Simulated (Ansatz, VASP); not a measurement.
Two plane-wave programs on GaN

```
Ga N
1.0
     0.00000    2.13524    2.13524
     2.13524    0.00000    2.13524
     2.13524    2.13524    0.00000
Ga N
1 1
Direct
  0.00000 0.00000 0.00000
  0.50000 0.50000 0.50000
```

Measurements of this composition are mostly on another form, of space group No. 186.

Alike in both runs: functional PBE; k mesh 8 × 8 × 8; occupations fermi-dirac, width 0.05 eV; non-collinear spin, spin-orbit coupling.

```csv
,VASP,Ansatz
version,VASP 6.6.1,Ansatz 0.2.0
potentials or method,"VASP PAW PBE potentials, release 64 (Ga_d, N)",Ansatz PAW
plane-wave cutoff (eV),520,420
valence electrons in the cell,18,18
task,single point,band structure
```

Ansatz gave:

* gap on the k mesh at the Fermi level (eV): 0.43
* least direct gap on the mesh (eV): 2.35
* pressure (GPa): -0.4
* net moment per atom (μB): 0.00

Question: Estimate VASP's values.

Answer: gap on the k mesh at the Fermi level (eV): 0.41; least direct gap on the mesh (eV): 2.35; pressure (GPa): 0.5; net moment per atom (μB): 0.00.

Caveats: the pressure holds a Pulay correction of +0.6 GPa for the finite cutoff (Ansatz).
